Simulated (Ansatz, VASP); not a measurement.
## Two plane-wave programs on SnTe

INCAR

```
SYSTEM = SnTe
  PREC = Accurate
  ENCUT = 520
  EDIFF = 1E-6
  ISMEAR = -1
  SIGMA = 0.1
  LREAL = .False.
  LASPH = .True.
  NELM = 100
  ALGO = Normal
  ISIF = 2
  LWAVE = .False.
  LCHARG = .True.
  GGA = PE
  LELF = .True.
  LVHAR = .True.
  NBANDS = 17
```

Contents of KPOINTS:

```
Automatic mesh
0
Gamma
  13 13 13
  0 0 0
```

The input POSCAR:

```
SnTe
1.0
    0.0000000000      3.2040737685      3.2040737685
    3.2040737685      0.0000000000      3.2040737685
    3.2040737685      3.2040737685      0.0000000000
Sn Te
1 1
Direct
    0.0000000000      0.0000000000      0.0000000000
    0.5000000000      0.5000000000      0.5000000000
```

Input for Ansatz:

```yaml
crystal:
  lattice:
    - [0.0, 3.2040737685, 3.2040737685]
    - [3.2040737685, 0.0, 3.2040737685]
    - [3.2040737685, 3.2040737685, 0.0]
  atoms:
    - { symbol: Sn, position: [0.0, 0.0, 0.0] }
    - { symbol: Te, position: [0.5, 0.5, 0.5] }
kpoints:
  mp_grid: { grid: [13, 13, 13] }
scf:
  occupations: { method: fermi_dirac, width: 0.1 }
hamiltonian:
  xc: pbe
  pseudopotentials: { kind: nc }
output:
  forces: true
  stress: true
  eigenvalues: true
```

Change from the starting cell: volume scaled by 1, norm-conserving files.

Alike in both runs: task single point; functional PBE; k mesh 13 × 13 × 13; occupations fermi-dirac, width 0.1 eV; no spin polarisation.

|  | VASP | Ansatz |
| --- | --- | --- |
| version | VASP 6.6.1 | Ansatz 0.2.0 |
| potentials or method | VASP PAW PBE potentials, release 64 (Sn_d, Te) | norm-conserving pseudopotentials, scalar-relativistic |
| plane-wave cutoff (eV) | 520 | 1120 |
| valence electrons in the cell | 20 | 30 |

```tsv
	VASP	Ansatz	Ansatz less VASP
pressure (GPa)	0.0	0.0	+0.08
```

With one functional, cell and mesh, what is left measures potentials, basis and numerics. The two sets of potentials don't hold the same shells in valence.

The runs have no spin-orbit coupling, so splittings on Te are missing.
